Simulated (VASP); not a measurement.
# COH2 in VASP: settings compared, part 2 of 2

VASP 6.6.1.

## 4. Single point, optB86b-vdW

INCAR reads:

```
PREC     = Accurate       # precision mode
ENCUT    = 400            # plane-wave cutoff, eV
EDIFF    = 1E-7           # SCF threshold, eV
ISMEAR   = 0              # smearing method
SIGMA    = 0.01           # smearing width, eV
LREAL    = False          # projectors in reciprocal space
LASPH    = True           # aspherical terms in the spheres
NELM     = 100            # most SCF steps
ALGO     = Normal         # electronic algorithm
ISIF     = 2              # what is computed and relaxed
LWAVE    = False          # write WAVECAR
LCHARG   = False          # write CHGCAR
GGA      = MK             # functional
LUSE_VDW = True         
AGGAC    = 0.0          
PARAM1   = 0.1234       
PARAM2   = 1.0          
NBANDS   = 14             # bands
ISYM     = 0
```

KPOINTS reads:

```
regular mesh
0
Gamma
  1 1 1
```

POSCAR reads:

```
H2CO                                    
1.0
   12.4947659882      0.0000000000      0.0000000000
    0.0000000000     12.9947659882      0.0000000000
    0.0000000000      0.0000000000     13.4947659882
  C               O               H             
     1     1     2
Selective dynamics
Direct
     0.5000190503999988    0.5037871195999983    0.5000098304999980   F   F   F
     0.5280834451117153    0.4155268171665636    0.5141175711107232   T   T   T
     0.5509629685625361    0.5707094188210559    0.5219025625498975   T   T   T
     0.4217435266881632    0.5227968060249758    0.4643869069497455   T   T   T
```

Potentials or basis: VASP PAW PBE potentials, release 64 (C, O, H).

Command:

```console
$ cat potpaw_PBE.64/C/POTCAR potpaw_PBE.64/O/POTCAR potpaw_PBE.64/H/POTCAR > POTCAR
$ mpirun -np 4 vasp_gam > vasp.out
```

OUTCAR:

```text
PREC = Accurate
   ENCUT = 400
   EDIFF = 1E-7
   ISMEAR = 0
   LREAL = False
   LASPH = True
   NELM = 100
   ISIF = 2
   GGA = MK
   ISYM = 0

 ion  position               nearest neighbor table
   1  0.500  0.504  0.500-   4 1.12   3 1.12   2 1.21
   2  0.528  0.416  0.514-   1 1.21
   3  0.551  0.571  0.522-   1 1.12
   4  0.422  0.523  0.464-   1 1.12

IMPORTANT INFORMATION: All symmetrisations will be switched off!
NOSYMM: (Re-)initialisation of all symmetry stuff for point group C_1.

----------------------------------------------------------------------------------------

                                     Primitive cell

  volume of cell :    2191.0987

  direct lattice vectors                    reciprocal lattice vectors
    12.494765988  0.000000000  0.000000000     0.080033512  0.000000000  0.000000000
     0.000000000 12.994765988  0.000000000     0.000000000  0.076954060  0.000000000
     0.000000000  0.000000000 13.494765988     0.000000000  0.000000000  0.074102804

  length of vectors
    12.494765988 12.994765988 13.494765988     0.080033512  0.076954060  0.074102804

  position of ions in fractional coordinates (direct lattice)
     0.500019050  0.503787120  0.500009830
     0.528083445  0.415526817  0.514117571
     0.550962969  0.570709419  0.521902563
     0.421743527  0.522796806  0.464386907

  ion indices of the primitive-cell ions
   primitive index   ion index
                 1           1
                 2           2
                 3           3
                 4           4

----------------------------------------------------------------------------------------

 KPOINTS: regular mesh

Automatic generation of k-mesh.
 Grid dimensions read from file:
 generate k-points for:    1    1    1

[... 56 lines left out ...]
   IALGO  =     38    algorithm
   IMIX   =      4    mixing-type and parameters
     AMIX     =   0.40;   BMIX     =  1.00
     AMIX_MAG =   1.60;   BMIX_MAG =  1.00
  volume/ion in A,a.u.               =     547.77      3696.57
  Fermi-wavevector in a.u.,A,eV,Ry     =   0.288568  0.545314  1.132976  0.083271
  Thomas-Fermi vector in A             =   1.145455
   LORBIT       =      0    0 simple, 1 ext, 2 COOP (PROOUT), +10 PAW based schemes
   GGA     = MK    functional components
   LHFCALC =     F    Hartree Fock is set to
   AEXX    =    0.0000 exact exchange contribution
   IVDW_NL    =     1    kernel type
   BPARAM     = 6.3000
   IVDW    =     0    specifies the selected vdW correction
   LEPSILON=     F    determine dielectric tensor
   LRPA    =     F    only Hartree local field effects (RPA)
 non-spin polarized calculation
 Gauss-broadening in eV      SIGMA  =   0.01
  energy-cutoff  :      400.00
  volume of cell :     2191.10
 maximum number of plane-waves:     19892
 NGX is ok and might be reduce to    84
   NGX = 41   NGY = 43   NGZ = 45

 number of electron      12.0000007 magnetization

 Free energy of the ion-electron system (eV)
  ---------------------------------------------------
  ext. energy  EPLUGINS =         0.00000000
  ---------------------------------------------------
  free energy    TOTEN  =       -18.95366958 eV

  energy without entropy =      -18.95366958  energy(sigma->0) =      -18.95366958

 E-fermi :  -6.1844     XC(G=0):  -0.6363

 val. band max:       -6.2713229297   @ k =   0.0000   0.0000   0.0000
 cond. band min:      -2.7115042373   @ k =   0.0000   0.0000   0.0000
 fundamental gap:      3.5598186924
 Fermi energy:        -6.1844382433

 k-point     1 :       0.0000    0.0000    0.0000
  band No.  band energies     occupation
      1     -26.5895      2.00000
      2     -15.6471      2.00000
      3     -12.0874      2.00000
      4     -10.8933      2.00000
      5     -10.0086      2.00000
      6      -6.2713      2.00000
[... 8 lines left out ...]
     15       1.0511      0.00000
     16       1.1505      0.00000

------------------------ aborting loop because EDIFF is reached ----------------------------------------

  FORCE on cell =-STRESS in cart. coord.  units (eV):
  Direction    XX          YY          ZZ          XY          YZ          ZX
  --------------------------------------------------------------------------------------
  -------------------------------------------------------------------------------------
  Total       -0.9904964     -0.9044414     -0.9515073     -0.0405662     -0.0197381     -0.0280260
  in kB       -0.7242718     -0.6613465     -0.6957621     -0.0296628     -0.0144329     -0.0204932
  external PRESSURE =      -0.6937935 kB  Pullay stress =       0.0000000 kB

 VOLUME and BASIS-vectors are now :
 -----------------------------------------------------------------------------
  energy-cutoff  :      400.00
  volume of cell :     2191.10
      direct lattice vectors                 reciprocal lattice vectors
    12.494765988  0.000000000  0.000000000     0.080033512  0.000000000  0.000000000
     0.000000000 12.994765988  0.000000000     0.000000000  0.076954060  0.000000000
     0.000000000  0.000000000 13.494765988     0.000000000  0.000000000  0.074102804

 POSITION                                       TOTAL-FORCE (eV/Angst)
 -----------------------------------------------------------------------------------
      6.24762      6.54660      6.74752         0.021019     -0.068913      0.011039
      6.59828      5.39967      6.93790        -0.015643      0.050070     -0.007176
      6.88415      7.41624      7.04295         0.030145      0.021676      0.013866
      5.26959      6.79362      6.26679        -0.035521     -0.002833     -0.017729
 -----------------------------------------------------------------------------------
    total drift:                               -0.000386      0.000486      0.000098

  FREE ENERGIE OF THE ION-ELECTRON SYSTEM (eV)
  ---------------------------------------------------
  free  energy   TOTEN  =       -18.9536695784 eV

  energy  without entropy=      -18.9536695784  energy(sigma->0) =      -18.95366958

Total vdW correction in eV:      3.0606484
```

Wall time 4.6 min (4 MPI ranks of AMD EPYC 9R45 (Zen 5), shared host); peak memory 1.2 GiB.

What came out:

```yaml
Free_energy: -18.9537 eV
Largest_force: 0.073 eV/Å
Gap_between_the_frontier_levels: 3.56 eV
```

Forces in eV/Å, atoms in the order of the input:
```
C    0.021 -0.069  0.011
O   -0.016  0.050 -0.007
H    0.030  0.022  0.014
H   -0.036 -0.003 -0.018
```

Caveat: the cutoff is under 1.25 times the usual one of these potentials, so pressure, stress and relaxed cells hold a basis-set (Pulay) error; the standard files for N, O and F lose accuracy on very short bonds; the PAW data sets were made with another functional, which shifts forces and pressure a little.

## 5. Single point, rev-vdW-DF2

Edit INCAR of step 4 so:

```diff
@@ -16,3 +16,4 @@
 PARAM1   = 0.1234       
-PARAM2   = 1.0          
+PARAM2   = 0.711357     
+ZAB_VDW  = -1.8867      
 NBANDS   = 14             # bands
```

KPOINTS is that of step 4.

POSCAR is that of step 4.

Potentials or basis: VASP PAW PBE potentials, release 64 (C, O, H).

Command:

```console
$ cat potpaw_PBE.64/C/POTCAR potpaw_PBE.64/O/POTCAR potpaw_PBE.64/H/POTCAR > POTCAR
$ mpirun -np 4 vasp_gam > vasp.out
```

OUTCAR:

```text
PREC = Accurate
   ENCUT = 400
   EDIFF = 1E-7
   ISMEAR = 0
   LREAL = False
   LASPH = True
   NELM = 100
   ISIF = 2
   GGA = MK
   ISYM = 0

 ion  position               nearest neighbor table
   1  0.500  0.504  0.500-   4 1.12   3 1.12   2 1.21
   2  0.528  0.416  0.514-   1 1.21
   3  0.551  0.571  0.522-   1 1.12
   4  0.422  0.523  0.464-   1 1.12

IMPORTANT INFORMATION: All symmetrisations will be switched off!
[... 157 lines left out ...]
  Direction    XX          YY          ZZ          XY          YZ          ZX
  --------------------------------------------------------------------------------------
  -------------------------------------------------------------------------------------
  Total       -1.0274146     -0.9790260     -0.9723067     -0.0294905     -0.0133320     -0.0387228
  in kB       -0.7512671     -0.7158843     -0.7109711     -0.0215641     -0.0097487     -0.0283149
  external PRESSURE =      -0.7260408 kB  Pullay stress =       0.0000000 kB

 VOLUME and BASIS-vectors are now :
 -----------------------------------------------------------------------------
  energy-cutoff  :      400.00
  volume of cell :     2191.10
      direct lattice vectors                 reciprocal lattice vectors
    12.494765988  0.000000000  0.000000000     0.080033512  0.000000000  0.000000000
     0.000000000 12.994765988  0.000000000     0.000000000  0.076954060  0.000000000
     0.000000000  0.000000000 13.494765988     0.000000000  0.000000000  0.074102804

 POSITION                                       TOTAL-FORCE (eV/Angst)
 -----------------------------------------------------------------------------------
      6.24762      6.54660      6.74752         0.029397     -0.096400      0.015582
      6.59828      5.39967      6.93790        -0.028911      0.093652     -0.014367
      6.88415      7.41624      7.04295         0.023126      0.009983      0.010653
      5.26959      6.79362      6.26679        -0.023612     -0.007235     -0.011868
 -----------------------------------------------------------------------------------
    total drift:                               -0.000308      0.000498      0.000109

  FREE ENERGIE OF THE ION-ELECTRON SYSTEM (eV)
  ---------------------------------------------------
  free  energy   TOTEN  =       -19.4365624022 eV

  energy  without entropy=      -19.4365624022  energy(sigma->0) =      -19.43656240

Total vdW correction in eV:      2.6663753
```

OSZICAR:

```text
N       E                     dE             d eps       ncg     rms          rms(c)
DAV:   1     0.801757232723E+02    0.80176E+02   -0.26420E+03    48   0.305E+02
DAV:   2    -0.434307756634E+01   -0.84519E+02   -0.83854E+02    56   0.809E+01
DAV:   3    -0.212513996589E+02   -0.16908E+02   -0.16872E+02    64   0.462E+01
[... 19 lines left out ...]
DAV:  23    -0.194365607526E+02   -0.12714E-05   -0.31548E-08    48   0.917E-04    0.505E-05
DAV:  24    -0.194365618626E+02   -0.11100E-05   -0.15476E-08    48   0.736E-04    0.309E-05
DAV:  25    -0.194365622461E+02   -0.38353E-06   -0.33594E-09    48   0.343E-04    0.115E-05
DAV:  26    -0.194365623891E+02   -0.14301E-06   -0.12758E-09    48   0.197E-04    0.907E-06
DAV:  27    -0.194365624022E+02   -0.13032E-07   -0.59808E-10    56   0.658E-05
   1 F= -.19436562E+02 E0= -.19436562E+02  d E =-.112596E-14
```

It took 4.4 min on 4 MPI ranks of AMD EPYC 9R45 (Zen 5), shared host; peak memory 1.2 GiB.

What came out:

```
Free energy                     : -19.4366 eV
Largest force                   : 0.102 eV/Å
Gap between the frontier levels : 3.54 eV
```

Forces on the atoms (eV/Å):
```
C    0.029 -0.096  0.016
O   -0.029  0.094 -0.014
H    0.023  0.010  0.011
H   -0.024 -0.007 -0.012
```

Caveat: the cutoff is under 1.25 times the usual one of these potentials, so pressure, stress and relaxed cells hold a basis-set (Pulay) error; the standard files for N, O and F lose accuracy on very short bonds; the PAW data sets were made with another functional, which shifts forces and pressure a little.

## 6. Summary

| level | gap on the mesh (eV) | largest force (eV/Å) |
| --- | --- | --- |
| RPBE | 3.58 | 0.40 |
| RPBE+D3(BJ) | 3.58 | 0.37 |
| optB86b-vdW | 3.56 | 0.07 |
| rev-vdW-DF2 | 3.54 | 0.10 |

Alike in all rows: task single point; potentials or basis VASP PAW PBE potentials, release 64 (C, O, H); no spin polarisation; cell as given; k mesh 1 × 1 × 1; cutoff (eV) 400; smearing gaussian 0.01 eV.

On the cell as given the gap runs from 3.54 eV (rev-vdW-DF2) to 3.58 eV (RPBE).

Caveats: the cutoff is under 1.25 times the usual one of these potentials, so pressure, stress and relaxed cells hold a basis-set (Pulay) error; the standard files for N, O and F lose accuracy on very short bonds; the PAW data sets were made with another functional, which shifts forces and pressure a little.

Total energies depend on the potentials used, so only differences within one code and one set of settings carry meaning.
